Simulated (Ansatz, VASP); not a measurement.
**Zr in VASP and in Ansatz**

```
Zr
1.0
     3.23279    0.00000    0.00000
    -1.61639    2.79968    0.00000
     0.00000    0.00000    5.16912
Zr
2
Direct
  0.33333 0.66667 0.25000
  0.66667 0.33333 0.75000
```

Alike in both runs: task single point; functional PBE; k mesh 12 × 12 × 7; occupations gaussian, width 0.1 eV; no spin polarisation.

|  | VASP | Ansatz |
| --- | --- | --- |
| version | VASP 6.6.1 | Ansatz 0.2.0 |
| potentials or method | VASP PAW PBE potentials, release 64 (Zr_sv) | scalar-relativistic, plane waves, PAW |
| plane-wave cutoff (eV) | 520 | 420 |
| valence electrons in the cell | 24 | 24 |

```csv
,VASP,Ansatz,Ansatz less VASP
gap on the k mesh at the Fermi level (eV),none,none,-
pressure (GPa),0.1,0.0,-0.03
largest component of the traceless stress (GPa),0.14,0.15,+0.005
```

A gap of «none» marks a metal or a gap that the smearing closes.
